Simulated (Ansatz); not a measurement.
The system is BaTiO3.

```
Ba Ti O
1.0
     0.00000   -2.83705   -2.84580
    -3.98410    2.83705   -2.84580
     3.98410    2.83705   -2.84580
Ba Ti O
2 2 6
Cartesian
  -0.1095 2.8499 -2.9431
  -3.8746 -0.0129 -5.5943
  1.9707 0.0911 -2.7635
  2.0134 2.7459 -5.6839
  0.1049 0.1378 -2.9051
  -0.1049 2.6992 -5.7222
  -2.1383 1.8770 -4.3588
  2.1383 1.0099 -4.2001
  2.0061 1.3775 -1.5021
  1.9780 1.4096 -7.0568
```

Program: Ansatz 0.2.0. Alike in all runs: potentials or basis Ansatz PAW; cell as given; k mesh 7 × 5 × 5; smearing fermi-dirac 0.05 eV. Hardware: 4 threads of Arm Neoverse V2, on a shared host.

**Question.** Order these runs on this cell by their wall time, lowest first.
A. task band structure; level r2SCAN; spin SOC, no magnetisation; cutoff (eV) 500; points for each segment of the path 10
B. task single point; level PBE; spin off; cutoff (eV) 500
C. task band structure; level LDA; spin off; cutoff (eV) 420; points for each segment of the path 10

**Answer.** B (17 s), C (52 s), A (370 s).
